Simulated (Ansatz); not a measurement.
Runs of Ansatz 0.2.0 on Cu. The structure is cubic, space group Fm-3m (No. 225). The conventional cell has a = 3.615 Å, b = 3.615 Å, c = 3.615 Å, α = 90.00°, β = 90.00°, γ = 90.00°. Cu (site symmetry m-3m) has 12 Cu at 2.56 Å as nearest neighbours. 

```tsv
task	level	cell	cutoff (eV)	smearing	gap on the mesh (eV)	pressure (GPa)	relaxed volume (Å³/atom)
single point	PBE	as given	295	gaussian 0.013 eV	none	1.7	-
relaxation of cell and atoms	PBE	relaxed	-	fermi-dirac 0.05 eV	-	0.0	(a)
single point	PBE	as given	295	gaussian 0.018 eV	none	1.7	-
single point	PBE	as given	295	gaussian 0.021 eV	none	1.7	-
relaxation of cell and atoms	LDA	relaxed	-	fermi-dirac 0.05 eV	-	0.0	10.88
```

Alike in all rows: potentials or basis all-electron LAPW, scalar-relativistic; no spin polarisation; k mesh 13 × 13 × 13; basis error allowed 0.001 eV/atom.

**Question.** Estimate the missing entries.

**Answer.** (a) 11.94.

A gap of «none» marks a metal or a gap under the smearing width.
